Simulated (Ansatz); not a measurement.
# Al: one candidate of a structure search, part 2 of 2

The task: take a trial cell of Al to zero force and stress.

Ansatz 0.2.0; DFT PBE, scalar-relativistic, plane waves, PAW.

### 4 Final relaxation

The end of the coarse run is made exact in the group found at a tolerance of 0.06 Å and reduced to its primitive cell, now 6 atoms.

File input.yaml:

```yaml
crystal:
  lattice:
    - [7.5446286261, 0.0, 0.0]
    - [-3.772314313, 6.5338400523, 0.0]
    - [0.0, 0.0, 2.7562916394]
  atoms:
    - { symbol: Al, position: [0.3257830309, 0.3257830309, 0.1666666667] }
    - { symbol: Al, position: [0.6742169691, 0.0, 0.5] }
    - { symbol: Al, position: [0.0, 0.6742169691, 0.8333333333] }
    - { symbol: Al, position: [0.6742169691, 0.6742169691, 0.1666666667] }
    - { symbol: Al, position: [0.3257830309, 0.0, 0.5] }
    - { symbol: Al, position: [0.0, 0.3257830309, 0.8333333333] }
basis:
  ecutwfc: 420
kpoints:
  mp_grid: { grid: [6, 6, 14] }
hamiltonian:
  xc: pbe
scf:
  occupations: { method: gaussian, width: 0.1 }
output:
  forces: true
  stress: true
  eigenvalues: true
relax:
  adjacent_minimum: "off"
  f_tol: 0.01
  max_steps: 80
  cell: { stress_tol: 0.05 }
```

On the command line:

```sh
> ansatz run input.yaml --threads 1 --pin off --max-ram 2560MiB --backend cpu --events-out ev --progress --plain --runs-dir out
```

The program printed, cut to the lines that bear on the results:

```text
Warning: RAYON_NUM_THREADS=1 ignored (pool sized by the plan → 1); use --threads N
[...]
Pseudopotentials: kind: paw
Pseudopotential: Al, paw, valence charge 3, recommended cutoff 420 eV (normal), Al.paw.azcp
Functional definition: PBE
[...]
Crystal: 6 atoms, lattice volume = 135.872 Å³
Basis set: ecut = 420 eV, 2697 PW (Γ), exchange–correlation on 108×108×40 points (8 copies of the dense FFT grid, shifted against one another)
Bands: 15, of which v1, the nominal top of the filled ones, is band 9 counted from 1 (8 counted from 0)
Symmetry: 12 space group operations
Space group: P6422 (ITA 181), of the structure as read, at distance tolerance 5.1e-5 Å
k-points: 56 of 504 (time reversal used)
[...]
SCF iter   1: F=—  HF=-3223.216666 eV  |F-HF|=—  |Δ(HF+E_count)|=         —  Δρ=1.12e-3  dr2=1.83e-3  ethr=1.77e-3  ⟨swp⟩=6.8  Hψ=5671  notcnv=0
[...]
--- Relaxed structure (3 steps of the walk, 3 accepted, 1 SCFs on fresh bases) ---
  F+E_penalty+E_count = -3223.21901972 eV   max|allowed force component| = 1.442e-4 eV/Å   (the final SCF, on the basis selected at the relaxed cell)
  cell:  # Å, volume = 136.1394 Å³
    - [7.565036776179985, -2.8945542966244268e-11, -9.01205679165847e-47]
    - [-3.782518388064925, 6.551514028749873, 2.0397826518269298e-35]
    - [0.0, 8.60479568584295e-36, 2.746824861480091]
  atoms:
    - { symbol: Al, position: [0.3259693499856676, 0.32596934998566757, 0.16666666666666669] }
    - { symbol: Al, position: [0.6740306500143322, 6.5082489816315515e-21, 0.5] }
    - { symbol: Al, position: [1.1102230246251565e-16, 0.6740306500143323, 0.8333333333333333] }
    - { symbol: Al, position: [0.6740306500143324, 0.6740306500143324, 0.16666666666666669] }
    - { symbol: Al, position: [0.32596934998566757, -3.742641083549221e-21, 0.5] }
    - { symbol: Al, position: [2.7755575615628914e-17, 0.3259693499856675, 0.8333333333333333] }
```

Run time: 99 s. Hardware: 1 thread of Intel Xeon at 2.50GHz (Skylake/Cascade Lake), shared host; peak memory 0.43 GiB.

Step by step:

```
step  E - E(step 1) (eV/cell)  largest force component (eV/Å)  pressure (GPa)  volume (Å³)
   1                   0.0000                          0.0103            0.09       135.87
   2                  -0.0015                          0.0041            0.02       136.12
   3                  -0.0016                          0.0001            0.00       136.14
   4                  -0.0017                          0.0001            0.00       136.14
```

Step 1 is the start. Step 4 repeats the geometry before it on a plane-wave basis chosen anew for that cell, so its energy need not be comparable with the rows above.

|  | before | after | change |
| --- | --- | --- | --- |
| a (Å) | 7.545 | 7.565 | +0.3 % |
| b (Å) | 7.545 | 7.565 | +0.3 % |
| c (Å) | 2.756 | 2.747 | -0.3 % |
| volume (Å³/atom) | 22.65 | 22.69 | +0.2 % |
| shortest distance (Å) | 2.624 | 2.630 | +0.2 % |
| space group (0.01 Å) | P6_422 | P6_422 | same |

Forces and stress were held to the start's 12 operations: a distortion of lower symmetry was not tested.

### 5 Results

The summary covers parts 1 to 2. Changes of volume or cell count from the first structure of part 1.

| quantity | value |
| --- | --- |
| symmetry at the end (tolerance 0.05 Å) | space group P6_422 (No. 181) |
| conventional cell | a = 7.565 Å, b = 7.565 Å, c = 2.747 Å, α = 90.00°, β = 90.00°, γ = 120.00° |
| volume | 22.69 Å³/atom |
| energy over the standard state | +0.30 eV/atom |
| gap on the mesh | none (metal) |

In words: The symmetry goes from space group P6_522 (No. 179) to space group P6_422 (No. 181), and the volume per atom grows by 16.8 % from the first guess. It lies above the element's standard state, so it is metastable at best. No finished test with a distortion of lower symmetry is shown, so the end may be a saddle point.
